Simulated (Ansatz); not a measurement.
# WS2: convergence and cost

The task, for WS2: see how the k-point mesh on the displaced cell moves the results.

Method: DFT PBEsol, scalar-relativistic, plane waves, PAW, in Ansatz 0.2.0.

**1. Starting point**

It takes space group P3m1 (No. 156, trigonal). Conventional cell: a = 3.183 Å, b = 3.183 Å, c = 28.532 Å, α = 90.00°, β = 90.00°, γ = 120.00°. Around W (site symmetry 3m) lie 6 S at 2.41 Å. Around S (site symmetry 3m) lie 3 W at 2.41 Å. Only part of the 9 independent sites is listed.

As a file:

```xyz
9
Lattice="3.1830 0.0000 0.0000 -1.5915 2.7565 0.0000 0.0000 0.0000 28.5322" Properties=species:S:1:pos:R:3 pbc="T T T"
W     1.5915    0.9188   18.8109
W     0.0000    1.8377   25.2662
W     0.0000    1.8377   12.3933
S     1.5915    0.9188   26.8256
S     1.5915    0.9188   13.9531
S     0.0000    1.8377   20.3706
S     1.5915    0.9188   23.7059
S     1.5915    0.9188   10.8340
S     0.0000    1.8377   17.2513
```

The structure comes from the Materials Project (structure only); it is used as listed.

**2. The base run, which the others are set against**

Input file input.yaml:

```yaml
crystal:
  lattice:
    - [3.1829541699, 0.0, 0.0]
    - [-1.591477085, 2.7565191702, 0.0]
    - [0.0, 0.0, 28.53221786]
  atoms:
    - { symbol: W, position: [0.66666667, 0.33333333, 0.65928643] }
    - { symbol: W, position: [0.33333333, 0.66666667, 0.88553378] }
    - { symbol: W, position: [0.33333333, 0.66666667, 0.43436168] }
    - { symbol: S, position: [0.66666667, 0.33333333, 0.94018573] }
    - { symbol: S, position: [0.66666667, 0.33333333, 0.48903042] }
    - { symbol: S, position: [0.33333333, 0.66666667, 0.71395221] }
    - { symbol: S, position: [0.66666667, 0.33333333, 0.83084828] }
    - { symbol: S, position: [0.66666667, 0.33333333, 0.37971025] }
    - { symbol: S, position: [0.33333333, 0.66666667, 0.60462521] }
basis:
  ecutwfc: 420
kpoints:
  mp_grid: { grid: [12, 12, 1] }
hamiltonian:
  xc: pbesol
scf:
  occupations: { method: gaussian, width: 0.02 }
output:
  forces: true
  stress: true
  eigenvalues: true
  populations: true
```

It was run beforehand and gave: -4009.6856 eV/atom at zero smearing, pressure -1.89 GPa, largest force 0.122 eV/Å, gap on the mesh 1.32 eV, in 9 SCF cycles and 16 s.

The runs on the displaced cell use a copy made earlier, with the atoms moved and the axes strained (about 1 %) at random, so that forces and shear stress do not vanish.

**3. K-point mesh on the displaced cell: 1×1×1**

Input file input.yaml:

```yaml
crystal:
  lattice:
    - [3.1892799466, -0.0245418244, 0.0094448765]
    - [-1.6158938167, 2.7543110097, -0.0025461153]
    - [0.0846645158, 0.0225267146, 28.5350036133]
  atoms:
    - { symbol: W, position: [0.6849739743, 0.3556432144, 0.6623338414] }
    - { symbol: W, position: [0.2963177032, 0.66236195, 0.8830899239] }
    - { symbol: W, position: [0.3399290225, 0.6730352715, 0.4374114061] }
    - { symbol: S, position: [0.6327730888, 0.2488294943, 0.9405734841] }
    - { symbol: S, position: [0.7096741604, 0.3845132672, 0.4920804753] }
    - { symbol: S, position: [0.3861498754, 0.6828011494, 0.7121668778] }
    - { symbol: S, position: [0.6191007761, 0.3198080881, 0.831020207] }
    - { symbol: S, position: [0.6804408431, 0.3275026004, 0.3819416202] }
    - { symbol: S, position: [0.3668654855, 0.7075846502, 0.6078080724] }
basis:
  ecutwfc: 420
kpoints:
  mp_grid: { grid: [1, 1, 1] }
hamiltonian:
  xc: pbesol
scf:
  occupations: { method: gaussian, width: 0.02 }
output:
  forces: true
  stress: true
  eigenvalues: true
```

Run with:

```sh
ansatz run input.yaml --threads 2 --pin off --max-ram 5120MiB --backend cpu --events-out ev --progress --plain --runs-dir out
```

Further runs follow: K-point mesh on the displaced cell: 2×2×1; K-point mesh on the displaced cell: 4×4×1; K-point mesh on the displaced cell set to 6×6×1.

**Question.** What does this series show?

**Answer**, as computed:

```
                                                                  quantity                      value
k-point mesh on the displaced cell: within 10 and 1 meV/atom of 8×8×1 from  6×6×1 for 10; 6×6×1 for 1
```

In words: For the k-point mesh on the displaced cell, the energy stays within 1 meV/atom of the reference from 6×6×1 on, at about 0.47 of the reference's time. That is measured against the best run here, which may itself be short of the limit. A mesh shows the true gap only if it holds both band edges, so the gap need not fall steadily as the mesh grows. The error changes sign along the series, since a k mesh isn't variational. Forces come within 0.01 eV/Å only at the reference itself. These runs have no spin-orbit coupling; with W it would split and shift bands.
